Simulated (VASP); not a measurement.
# Ca (P-1) in VASP: convergence with ENCUT

Aim: find how far ENCUT must go before the results for Ca settle, at PBE. This setting moves, with any that are tied to it; all else stays.

Everything below comes from runs of VASP 6.6.1. Logs are shortened: lines on timing, memory, paths and dates and some standing lists are left out, and cuts for length are marked.

**1. The cell of the first run**

The typed cell holds 1 atom: a = 3.914 Å, b = 3.838 Å, c = 3.813 Å, α = 115.07°, β = 114.52°, γ = 99.20°.

This isn't the form of Ca at room conditions, which is fcc.

The cell isn't the ideal one: cell strained at random at fixed volume.

**2. With ENCUT 200 eV**

Input file INCAR:

```
  PREC = Accurate
  ENCUT = 200
  EDIFF = 1E-6
  ISMEAR = 1
  SIGMA = 0.1
  LREAL = False
  LASPH = True
  NELM = 100
  ALGO = Normal
  ISIF = 2
  LWAVE = False
  LCHARG = False
  GGA = PE
  NBANDS = 10
```

Input file KPOINTS:

```
Automatic mesh
0
Gamma
  7 7 7
```

Input file POSCAR:

```
Ca
1.0
   -2.0727630000      2.1356040000      2.5413950000
    2.0646620000     -2.0745720000      2.4819940000
    2.0419200000      2.0438060000     -2.4889390000
Ca
1
Direct
    0.5075120000      0.5005860000      0.0048550000
```

Potentials or basis: VASP PAW PBE potentials, release 64 (Ca_pv).

Run with:

```bash
$ cat potpaw_PBE.64/Ca_pv/POTCAR > POTCAR
$ mpirun -np 1 vasp_std > vasp.out
```

It took 9.1 s on 1 thread of AMD EPYC 9R45 (Zen 5), shared host; peak memory 0.1 GiB.

Results:

* Free energy: -1.9150 eV
* Pressure: -0.5 GPa
* Band gap on the k mesh: none (metal or under the smearing width)

**3. With ENCUT 250 eV**

Edit INCAR of step 2 so:

```diff
@@ -1,3 +1,3 @@
   PREC = Accurate
-  ENCUT = 200
+  ENCUT = 250
   EDIFF = 1E-6
```

KPOINTS is that of step 2.

POSCAR is that of step 2.

Potentials or basis: VASP PAW PBE potentials, release 64 (Ca_pv).

Run with:

```bash
$ cat potpaw_PBE.64/Ca_pv/POTCAR > POTCAR
$ mpirun -np 1 vasp_std > vasp.out
```

Run time: 12 s. Hardware: 1 thread of AMD EPYC 9R45 (Zen 5), shared host; peak memory 0.11 GiB.

Results:

| Item | Value |
| --- | --- |
| Free energy | -1.9168 eV |
| Pressure | -0.4 GPa |
| Band gap on the k mesh | none (metal or under the smearing width) |

**4. With ENCUT 300 eV**

Edit INCAR of step 3 so:

```diff
@@ -1,3 +1,3 @@
   PREC = Accurate
-  ENCUT = 250
+  ENCUT = 300
   EDIFF = 1E-6
```

KPOINTS is that of step 3.

POSCAR is that of step 3.

Run with:

```bash
$ cat potpaw_PBE.64/Ca_pv/POTCAR > POTCAR
$ mpirun -np 1 vasp_std > vasp.out
```

Wall time 17 s (1 thread of AMD EPYC 9R45 (Zen 5), shared host); peak memory 0.13 GiB.

Results:

- Free energy: -1.9168 eV
- Pressure: -0.4 GPa
- Band gap on the k mesh: none (metal or under the smearing width)

**5. With ENCUT 350 eV**

Edit INCAR of step 4 so:

```diff
@@ -1,3 +1,3 @@
   PREC = Accurate
-  ENCUT = 300
+  ENCUT = 350
   EDIFF = 1E-6
```

KPOINTS is that of step 4.

POSCAR is that of step 4.

Run with:

```bash
$ cat potpaw_PBE.64/Ca_pv/POTCAR > POTCAR
$ mpirun -np 1 vasp_std > vasp.out
```

Run time: 18 s. Hardware: 1 thread of AMD EPYC 9R45 (Zen 5), shared host; peak memory 0.13 GiB.

What came out:

| Property | Result |
| --- | --- |
| Free energy | -1.9169 eV |
| Pressure | -0.4 GPa |
| Band gap on the k mesh | none (metal or under the smearing width) |

**6. With ENCUT 400 eV**

Edit INCAR of step 5 so:

```diff
@@ -1,3 +1,3 @@
   PREC = Accurate
-  ENCUT = 350
+  ENCUT = 400
   EDIFF = 1E-6
```

KPOINTS is that of step 5.

POSCAR is that of step 5.

Potentials or basis: VASP PAW PBE potentials, release 64 (Ca_pv).

Run with:

```bash
$ cat potpaw_PBE.64/Ca_pv/POTCAR > POTCAR
$ mpirun -np 1 vasp_std > vasp.out
```

Wall time 28 s (1 thread of AMD EPYC 9R45 (Zen 5), shared host); peak memory 0.16 GiB.

What came out:

```yaml
Free_energy: -1.9170 eV
Pressure: -0.4 GPa
Band_gap_on_the_k_mesh: none (metal or under the smearing width)
```

**7. With ENCUT 450 eV**

Edit INCAR of step 6 so:

```diff
@@ -1,3 +1,3 @@
   PREC = Accurate
-  ENCUT = 400
+  ENCUT = 450
   EDIFF = 1E-6
```

KPOINTS is that of step 6.

POSCAR is that of step 6.

Run with:

```bash
$ cat potpaw_PBE.64/Ca_pv/POTCAR > POTCAR
$ mpirun -np 1 vasp_std > vasp.out
```

Run time: 28 s. Hardware: 1 thread of AMD EPYC 9R45 (Zen 5), shared host; peak memory 0.17 GiB.

What came out:

```yaml
Free_energy: -1.9170 eV
Pressure: -0.4 GPa
Band_gap_on_the_k_mesh: none (metal or under the smearing width)
```

**8. With ENCUT 500 eV**

Edit INCAR of step 7 so:

```diff
@@ -1,3 +1,3 @@
   PREC = Accurate
-  ENCUT = 450
+  ENCUT = 500
   EDIFF = 1E-6
```

KPOINTS is that of step 7.

POSCAR is that of step 7.

Run with:

```bash
$ cat potpaw_PBE.64/Ca_pv/POTCAR > POTCAR
$ mpirun -np 1 vasp_std > vasp.out
```

Wall time 30 s (1 thread of AMD EPYC 9R45 (Zen 5), shared host); peak memory 0.18 GiB.

Results:

* Free energy: -1.9170 eV
* Pressure: -0.4 GPa
* Band gap on the k mesh: none (metal or under the smearing width)

**9. With ENCUT 600 eV**

Edit INCAR of step 8 so:

```diff
@@ -1,3 +1,3 @@
   PREC = Accurate
-  ENCUT = 500
+  ENCUT = 600
   EDIFF = 1E-6
```

KPOINTS is that of step 8.

POSCAR is that of step 8.

Potentials or basis: VASP PAW PBE potentials, release 64 (Ca_pv).

Run with:

```bash
$ cat potpaw_PBE.64/Ca_pv/POTCAR > POTCAR
$ mpirun -np 1 vasp_std > vasp.out
```

Wall time 37 s (1 thread of AMD EPYC 9R45 (Zen 5), shared host); peak memory 0.21 GiB.

What came out:

- Free energy: -1.9171 eV
- Pressure: -0.4 GPa
- Band gap on the k mesh: none (metal or under the smearing width)

**10. With ENCUT 800 eV**

Edit INCAR of step 9 so:

```diff
@@ -1,3 +1,3 @@
   PREC = Accurate
-  ENCUT = 600
+  ENCUT = 800
   EDIFF = 1E-6
```

KPOINTS is that of step 9.

POSCAR is that of step 9.

Potentials or basis: VASP PAW PBE potentials, release 64 (Ca_pv).

Run with:

```bash
$ cat potpaw_PBE.64/Ca_pv/POTCAR > POTCAR
$ mpirun -np 1 vasp_std > vasp.out
```

OUTCAR:

```text
PREC = Accurate
   ENCUT = 800
   EDIFF = 1E-6
   ISMEAR = 1
   LREAL = False
   LASPH = True
   NELM = 100
   ISIF = 2
   GGA = PE

 ion  position               nearest neighbor table
   1  0.508  0.501  0.005-

  LATTYP: Found a triclinic cell.
 ALAT       =     3.8133184496
 B/A-ratio  =     1.5251607287
 C/A-ratio  =     1.0063606835
 COS(alpha) =     0.0035252068
 COS(beta)  =     0.4237888480
 COS(gamma) =     0.7524621713

  Lattice vectors:

 A1 = (  -2.0419200000,  -2.0438060000,   2.4889390000)
 A2 = (  -4.0757390000,  -4.1486440000,  -0.0455110000)
 A3 = (   2.0646620000,  -2.0745720000,   2.4819940000)

Analysis of symmetry for initial positions (statically):
=====================================================================
 Subroutine PRICEL returns:
 Original cell was already a primitive cell.

 Routine SETGRP: Setting up the symmetry group for a
 triclinic supercell.

 Subroutine GETGRP returns: Found  2 space group operations
 (whereof  1 operations were pure point group operations)
 out of a pool of  2 trial point group operations.

The static configuration has the point symmetry C_1 .
 The point group associated with its full space group is S_2 .

Analysis of symmetry for dynamics (positions and initial velocities):
=====================================================================
 Subroutine PRICEL returns:
 Original cell was already a primitive cell.

 Routine SETGRP: Setting up the symmetry group for a
 triclinic supercell.

 Subroutine GETGRP returns: Found  2 space group operations
 (whereof  1 operations were pure point group operations)
 out of a pool of  2 trial point group operations.

The dynamic configuration has the point symmetry C_1 .
 The point group associated with its full space group is S_2 .

 Subroutine INISYM returns: Found  2 space group operations
 (whereof  1 operations are pure point group operations),
 and found     1 'primitive' translations

----------------------------------------------------------------------------------------

                                     Primitive cell

  volume of cell :      43.0994

  direct lattice vectors                    reciprocal lattice vectors
    -2.072763000  2.135604000  2.541395000     0.002106038  0.236821311  0.196194916
     2.064662000 -2.074572000  2.481994000     0.243843581 -0.000704061  0.199470586
     2.041920000  2.043806000 -2.488939000     0.245313598  0.241110377 -0.002533780

  length of vectors
     3.913545636  3.837573761  3.813318450     0.307540589  0.315037621  0.343975864

[... 65 lines left out ...]
   ions per type =               1
   NGX,Y,Z   is equivalent  to a cutoff of  15.29, 15.60, 15.69 a.u.
   NGXF,Y,Z  is equivalent  to a cutoff of  30.59, 31.19, 31.39 a.u.
 SYSTEM =  unknown system
   PREC   = accura    normal or accurate (medium, high low for compatibility)
   ISTART =      0    job   : 0-new  1-cont  2-samecut
   ICHARG =      2    charge: 1-file 2-atom 10-const
   ISPIN  =      1    spin polarized calculation?
   LNONCOLLINEAR =      F non collinear calculations
   LSORBIT =      F    spin-orbit coupling
   LASPH  =      T    aspherical Exc in radial PAW
   ENCUT  =  800.0 eV  58.80 Ry    7.67 a.u.   9.03  8.85  8.79*2*pi/ulx,y,z
   NELM   =    100;   NELMIN=  2; NELMDL= -5     # of ELM steps
   EDIFF  = 0.1E-05   stopping-criterion for ELM
   LREAL  =      F    real-space projection
[... 7 lines left out ...]
   TEBEG  =    0.0;   TEEND  =   0.0 temperature during run
   PSTRESS=    0.0 pullay stress
   NELECT =       8.0000    total number of electrons
   NUPDOWN=      -1.0000    fix difference up-down
   EMIN   =  10.00;   EMAX   =-10.00  energy-range for DOS
   EFERMI =   0.00;   METHOD = LEGACY
   ISMEAR =     1;   SIGMA  =   0.10  broadening in eV -4-tet -1-fermi 0-gaus
   EFERMI_NEDOS =   21; number of points for ismear=-14 and -15
   IALGO  =     38    algorithm
   IMIX   =      4    mixing-type and parameters
     AMIX     =   0.40;   BMIX     =  1.00
     AMIX_MAG =   1.60;   BMIX_MAG =  1.00
  volume/ion in A,a.u.               =      43.10       290.85
  Fermi-wavevector in a.u.,A,eV,Ry     =   0.933859  1.764737 11.865533  0.872092
  Thomas-Fermi vector in A             =   2.060604
   LORBIT       =      0    0 simple, 1 ext, 2 COOP (PROOUT), +10 PAW based schemes
   GGA     = PE    functional components
   LHFCALC =     F    Hartree Fock is set to
   AEXX    =    0.0000 exact exchange contribution
   IVDW    =     0    specifies the selected vdW correction
   LEPSILON=     F    determine dielectric tensor
   LRPA    =     F    only Hartree local field effects (RPA)
 non-spin polarized calculation
 Methfessel and Paxton  Order N= 1 SIGMA  =   0.10
  energy-cutoff  :      800.00
  volume of cell :       43.10
 maximum number of plane-waves:      2236
   NGX = 19   NGY = 17   NGZ = 17

 number of electron       8.0000000 magnetization

 Free energy of the ion-electron system (eV)
  ---------------------------------------------------
  ext. energy  EPLUGINS =         0.00000000
  ---------------------------------------------------
  free energy    TOTEN  =        -1.91709522 eV

  energy without entropy =       -1.91855688  energy(sigma->0) =       -1.91758244

 E-fermi :   2.1371     XC(G=0):  -7.6343

 val. band max:        2.1359407624   @ k =   0.4286  -0.1429   0.1429
 cond. band min:       2.2033789991   @ k =   0.2857  -0.1429   0.4286
 fundamental gap:      0.0674382367
 Fermi energy:         2.1371425851

 k-point     1 :       0.0000    0.0000    0.0000
  band No.  band energies     occupation
      1     -20.8750      2.00000
      2     -20.8716      2.00000
      3     -20.8635      2.00000
      4      -1.8727      2.00000
      5       4.2236      0.00000
      6       4.3528      0.00000
      7       4.8892      0.00000
      8       5.0143      0.00000
      9       5.7183      0.00000
     10      10.2703      0.00000
[... 287 lines left out ...]
 k-point    24 :      -0.2857    0.4286   -0.0000
  band No.  band energies     occupation
      1     -20.9767      2.00000
      2     -20.9070      2.00000
      3     -20.8903      2.00000
      4       0.5962      2.00000
      5       3.0318     -0.00000
      6       3.2653     -0.00000
      7       5.4298      0.00000
      8       5.8499      0.00000
      9       6.0668      0.00000
     10       8.2663      0.00000

 [... further k-points ...]
[... 5 lines left out ...]
  --------------------------------------------------------------------------------------
  -------------------------------------------------------------------------------------
  Total       -0.0516518     -0.1973378     -0.0637548      0.0599893     -0.1621029      0.0155795
  in kB       -1.9201068     -7.3358416     -2.3700208      2.2300423     -6.0260159      0.5791535
  external PRESSURE =      -3.8753231 kB  Pullay stress =       0.0000000 kB

 VOLUME and BASIS-vectors are now :
 -----------------------------------------------------------------------------
  energy-cutoff  :      800.00
  volume of cell :       43.10
      direct lattice vectors                 reciprocal lattice vectors
    -2.072763000  2.135604000  2.541395000     0.002106038  0.236821311  0.196194916
     2.064662000 -2.074572000  2.481994000     0.243843581 -0.000704061  0.199470586
     2.041920000  2.043806000 -2.488939000     0.245313598  0.241110377 -0.002533780

 POSITION                                       TOTAL-FORCE (eV/Angst)
 -----------------------------------------------------------------------------------
     -0.00850      0.05527      2.52016         0.000000      0.000000      0.000000
 -----------------------------------------------------------------------------------
    total drift:                                0.000001     -0.000001     -0.000001

  FREE ENERGIE OF THE ION-ELECTRON SYSTEM (eV)
  ---------------------------------------------------
  free  energy   TOTEN  =        -1.9170952224 eV

  energy  without entropy=       -1.9185568764  energy(sigma->0) =       -1.91758244
```

Wall time 61 s (1 thread of AMD EPYC 9R45 (Zen 5), shared host); peak memory 0.28 GiB.

Results:

| Item | Value |
| --- | --- |
| Free energy | -1.9171 eV |
| Pressure | -0.4 GPa |
| Band gap on the k mesh | none (metal or under the smearing width) |

**11. Result**

```
 ENCUT  energy less the tightest run, at zero smearing (meV/atom)  pressure (GPa)  SCF cycles  CPU time (s)  peak memory (GiB)
200 eV                                                       2.12           -0.48          11           8.3                0.1
250 eV                                                       0.30           -0.40          12            11               0.11
300 eV                                                       0.28           -0.40          12            16               0.13
350 eV                                                       0.17           -0.40          12            17               0.13
400 eV                                                       0.09           -0.39          12            27               0.16
450 eV                                                       0.09           -0.40          12            27               0.17
500 eV                                                       0.06           -0.39          12            29               0.18
600 eV                                                       0.03           -0.39          12            36               0.21
800 eV                                                       0.00           -0.39          12            60               0.28
```

Against the tightest run, the energy stays within 1 meV/atom from 250 eV on; the pressure stays within 0.1 GPa from 200 eV on. The tightest run that finished is the yardstick and may itself not be fully converged.
